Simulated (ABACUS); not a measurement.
# V (Im-3m) in ABACUS: reference runs

Reference runs on V: the cell as given and a disturbed copy.

All numbers are computed with ABACUS 3.10.1; they aren't measurements. Logs are shortened: lines on timing, memory, paths and dates and some standing lists are left out, and cuts for length are marked.

### Step 1. The crystal as given

It takes space group Im-3m (No. 229, cubic). Conventional cell: a = 3.029 Å, b = 3.029 Å, c = 3.029 Å, α = 90.00°, β = 90.00°, γ = 90.00°. Around V (site symmetry m-3m) lie 8 V at 2.62 Å.

### Step 2. Single point, PBEsol, collinear spin, ferromagnetic start

Input file INPUT:

```
INPUT_PARAMETERS
suffix              V
calculation         scf
basis_type          pw
pseudo_dir          ./
symmetry            1
dft_functional      pbesol
ecutwfc             84
pseudo_rcut         7
nspin               2
nbands              12
ks_solver           dav
smearing_method     fd
smearing_sigma      0.00367493
scf_thr             1e-08
scf_nmax            100
mixing_type         broyden
mixing_beta         0.4
cal_force           1
cal_stress          1
out_chg             1
out_pot             2
out_elf             1
```

Input file STRU:

```
ATOMIC_SPECIES
V 50.9415 V.upf

LATTICE_CONSTANT
1.8897261246

LATTICE_VECTORS
-1.5143500000 1.5143500000 1.5143500000
1.5143500000 -1.5143500000 1.5143500000
1.5143500000 1.5143500000 -1.5143500000

ATOMIC_POSITIONS
Direct

V
0.0
1
0.0000000000 0.0000000000 0.0000000000 1 1 1 mag 2
```

Input file KPT:

```
K_POINTS
0
Gamma
12 12 12 0 0 0
```

Potentials or basis: PseudoDojo NC SR 0.4.1 PBEsol standard, plane waves.

Started as:

```sh
> OMP_NUM_THREADS=1 mpirun -np 4 abacus > log
```

running log:

```text
ABACUS v3.10.1

               Atomic-orbital Based Ab-initio Computation at UStc

 ------------------------------------------------------------------------------------

 READING GENERAL INFORMATION
                           global_out_dir = OUT.V/
                           global_in_card = INPUT
                               pseudo_dir = ./
                              orbital_dir =
                                    DSIZE = 4
                                    GSIZE = 1

 READING UNITCELL INFORMATION
                                    ntype = 1
                  lattice constant (Bohr) = 1.88973
              lattice constant (Angstrom) = 1

 READING ATOM TYPE 1
                               atom label = V
                      L=0, number of zeta = 1
                      L=1, number of zeta = 1
                      L=2, number of zeta = 1
             number of atom for this type = 1
               magnetization of element 1 = 2

                        TOTAL ATOM NUMBER = 1
DIRECT COORDINATES
    atom                   x                   y                   z     mag                  vx                  vy                  vz
taud_V1            0.0000000000        0.0000000000        0.0000000000  2.0000        0.0000000000        0.0000000000        0.0000000000

                          Volume (Bohr^3) = 93.7423
                             Volume (A^3) = 13.8912

 Lattice vectors: (Cartesian coordinate: in unit of a_0)
             -1.51435            +1.51435            +1.51435
             +1.51435            -1.51435            +1.51435
             +1.51435            +1.51435            -1.51435
 Reciprocal vectors: (Cartesian coordinate: in unit of 2 pi/a_0)
                   +0           +0.330175           +0.330175
            +0.330175                  +0           +0.330175
            +0.330175           +0.330175                  +0
 The esolver type has been set to : ksdft_pw

                PAO radial cut off (Bohr) = 7

 Read in pseudopotential file is V.upf
                     pseudopotential type = NC
          exchange-correlation functional = PBESOL
                 nonlocal core correction = 1
                        valence electrons = 13
                                     lmax = 2
                           number of zeta = 4
                     number of projectors = 6
                           L of projector = 0
                           L of projector = 0
                           L of projector = 1
                           L of projector = 1
                           L of projector = 2
                           L of projector = 2
     initial pseudo atomic orbital number = 10
 The readin total magnetization is 2

 SETUP THE ELECTRONS NUMBER
             electron number of element V = 13
       total electron number of element V = 13
            AUTOSET number of electrons:  = 13
                           occupied bands = 7
                                   NBANDS = 12
                                   NLOCAL = 9

%%%%%%%%%%%%%%%%%%%%%%%%%%%%%%%%%%%%%%%%%%%%%%%%%%%%%%%%%%%%%%%%%%%%%%%%%%%%%%%%%%%%%%%%%%%%%%%%%%%%%%%%%%
 Warning: the number of valence electrons in pseudopotential > 5 for V: [Ar] 3d3 4s2
 Pseudopotentials with additional electrons can yield (more) accurate outcomes, but may be less efficient.
 If you're confident that your chosen pseudopotential is appropriate, you can safely ignore this warning.
%%%%%%%%%%%%%%%%%%%%%%%%%%%%%%%%%%%%%%%%%%%%%%%%%%%%%%%%%%%%%%%%%%%%%%%%%%%%%%%%%%%%%%%%%%%%%%%%%%%%%%%%%%

 SETUP THE PLANE WAVE BASIS
 energy cutoff for charge/potential (unit:Ry) = 336
            fft grid for charge/potential = [ 30, 30, 30 ]
                        fft grid division = [ 1, 1, 1 ]
        big fft grid for charge/potential = [ 30, 30, 30 ]
                                     nbxx = 7200
                                     nrxx = 7200

 SETUP PLANE WAVES FOR CHARGE/POTENTIAL
                    number of plane waves = 9861
                         number of sticks = 623

 PARALLEL PW FOR CHARGE/POTENTIAL
     PROC   COLUMNS(POT)             PW
        1            156           2466
        2            155           2465
        3            157           2465
        4            155           2465
 --------------- sum -------------------
        4            623           9861
                            number of |g| = 127
                                  max |g| = 30.3063
                                  min |g| = 0.218031

----------- Double Check Mixing Parameters Begin ------------
mixing_type: broyden
mixing_beta: 0.4
mixing_gg0: 1
[... 44 lines left out ...]
(for k-lattice: )
                             BRAVAIS TYPE = 3
                     BRAVAIS LATTICE NAME = 03. Cubic F (face-centered)
                                    ibrav = 3
                       right hand lattice = 1
                        ROTATION MATRICES = 48
                               nkstot_ibz = 72
K-POINTS REDUCTION ACCORDING TO SYMMETRY
     IBZ    DIRECT_X    DIRECT_Y    DIRECT_Z  WEIGHT  ibz2bz
       1  0.00000000  0.00000000  0.00000000  0.0006       0
       2 -0.08333333  0.08333333  0.00000000  0.0069       1
       3 -0.16666667  0.16666667  0.00000000  0.0069       2
       4 -0.25000000  0.25000000  0.00000000  0.0069       3
       5 -0.33333333  0.33333333  0.00000000  0.0069       4
       6 -0.41666667  0.41666667  0.00000000  0.0069       5
[... 22 lines left out ...]
      29 -0.16666667  0.16666667  0.08333333  0.0139     178
      30  0.41666667  0.25000000  0.25000000  0.0139     183
[... 42 further k points ...]

                               nkstot now = 72
[... K-POINTS DIRECT COORDINATES: 72 rows ...]

           k-point number in this process = 72
       minimum distributed K point number = 72
[... stars of the k points ...]
                             nks(nspin=2) = 144
                          nkstot(nspin=2) = 144

[... K-POINTS CARTESIAN COORDINATES: 144 rows ...]

[... K-POINTS DIRECT COORDINATES: 144 rows ...]

 SETUP PLANE WAVES FOR WAVE FUNCTIONS
     energy cutoff for wavefunc (unit:Ry) = 84
              fft grid for wave functions = [ 30, 30, 30 ]
                    number of plane waves = 2123
                         number of sticks = 221

 PARALLEL PW FOR WAVE FUNCTIONS
     PROC   COLUMNS(POT)             PW
        1             55            531
        2             55            531
        3             56            530
        4             55            531
 --------------- sum -------------------
        4            221           2123

 SETUP NONLOCAL PSEUDOPOTENTIALS IN PLANE WAVE BASIS
 V non-local projectors:
 projector 1 L=0
 projector 2 L=0
 projector 3 L=1
 projector 4 L=1
 projector 5 L=2
 projector 6 L=2
      TOTAL NUMBER OF NONLOCAL PROJECTORS = 18

 Init Non-Local PseudoPotential table :
 Init Non-Local-Pseudopotential done.

                                     npwx = 317

 Make real space PAO into reciprocal space.
       max mesh points in Pseudopotential = 701
     dq(describe PAO in reciprocal space) = 0.01
                                    max q = 1104

 number of pseudo atomic orbitals for V is 4
WARNING: norm of atomic wavefunction # 3 of atomic type V is 0.999808, renormalized
WARNING: norm of atomic wavefunction # 4 of atomic type V is 0.993258, renormalized

 -------------------------------------------
 SELF-CONSISTENT
 -------------------------------------------
                                 init_chg = atomic

 PW ALGORITHM --------------- ION=   1  ELEC=   1--------------------------------
 Notice: Threshold on eigenvalues was too large.
 hsover_error=0.13 > DRHO=0.112428
 Origin diag ethr = 0.01
 New diag ethr = 0.000864827
          total magnetism (Bohr mag/cell) = 0.851375
       absolute magnetism (Bohr mag/cell) = 0.851382
                        nelec for spin up = 6.92569
                      nelec for spin down = 6.07431

 Density error is 0.113038120891
                          Error Threshold = 0.000864827071284
----------------------------------------------------------
     Energy           Rydberg                 eV
----------------------------------------------------------
 E_KohnSham     -147.4132609187      -2005.6603092552
 E_Harris       -149.8643611269      -2039.0092384559
 E_Fermi        1.2488322438         16.9912343617
----------------------------------------------------------
[... 167 lines left out ...]
 Density error is 1.73447205609e-10
                          Error Threshold = 8.6061017242e-11
----------------------------------------------------------
     Energy           Rydberg                 eV
----------------------------------------------------------
 E_KohnSham     -147.4432315436      -2006.0680805259
 E_KS(sigma->0) -147.4425809097      -2006.0592281982
 E_Harris       -147.4431931484      -2006.0675581322
 E_band         -11.1201014593       -151.2967421851
 E_one_elec     -46.5213248519       -632.9550964952
 E_Hartree      29.1820090112        397.0416016392
 E_xc           -22.6439358846       -308.0865531772
 E_Ewald        -107.4586785505      -1462.0503278372
 E_entropy(-TS) -0.0013012677        -0.0177046554
 E_descf        0.0000000000         0.0000000000
 E_exx          0.0000000000         0.0000000000
 E_Fermi        1.1708541266         15.9302876490
----------------------------------------------------------

 charge density convergence is achieved
 final etot is -2006.0680805 eV
 EFERMI = 15.930287649 eV
The vacuum level is 15.143414499 eV

 STATE ENERGY(eV) AND OCCUPATIONS    NSPIN == 2
SPIN UP :
 1/72 kpoint (Cartesian) = 0.0000 0.0000 0.0000 (294 pws)
       1       -47.5804    0.000578704
       2       -21.0286    0.000578704
       3       -21.0286    0.000578704
       4       -21.0286    0.000578704
       5        9.38694    0.000578704
       6        16.3516    1.26698e-07
       7        16.3516    1.26698e-07
       8        16.3516    1.26698e-07
       9        18.2827    2.13625e-24
      10        18.2827    2.13625e-24
      11        36.2485        0.00000
      12        36.2485        0.00000
[... 57 lines left out ...]
 6/72 kpoint (Cartesian) = 0.13757 -0.13757 0.0000 (313 pws)
       1       -47.4142     0.00694444
       2       -21.8046     0.00694444
       3       -21.2722     0.00694444
       4       -21.0339     0.00694444
       5        12.8003     0.00694444
       6        14.9514     0.00694444
       7        16.8491    7.26289e-11
       8        18.2712    3.22754e-23
       9        18.5856    5.99286e-26
      10        19.6290    5.18322e-35
      11        26.7241        0.00000
      12        31.9527        0.00000

[... levels at 138 further k points ...]

------------------------------------------------------------------------------------------
 TOTAL-FORCE (eV/Angstrom)
------------------------------------------------------------------------------------------
                        V1         0.0000000000         0.0000000000         0.0000000000
------------------------------------------------------------------------------------------

----------------------------------------------------------------
 TOTAL-STRESS (KBAR)
----------------------------------------------------------------
      -119.9442556511         0.0000000000         0.0000000000
         0.0000000000      -119.9442556511        -0.0000000000
        -0.0000000000        -0.0000000000      -119.9442556511
----------------------------------------------------------------
 TOTAL-PRESSURE: -119.944256 KBAR

 --------------------------------------------
 !FINAL_ETOT_IS -2006.0680805258782584 eV
 --------------------------------------------
```

Run time: 48 s. Hardware: 4 MPI ranks of Intel Xeon Platinum 8175M at 2.50GHz (Skylake/Cascade Lake), shared host; peak memory 0.24 GiB.

What came out:

```
Free energy            : -2006.0681 eV
Pressure               : -12.0 GPa
Band gap on the k mesh : none (metal or under the smearing width)
Net moment             : 0.00 μB per cell
Absolute moment        : 0.00 μB per cell
```

(Continued in part 2 of 2.)
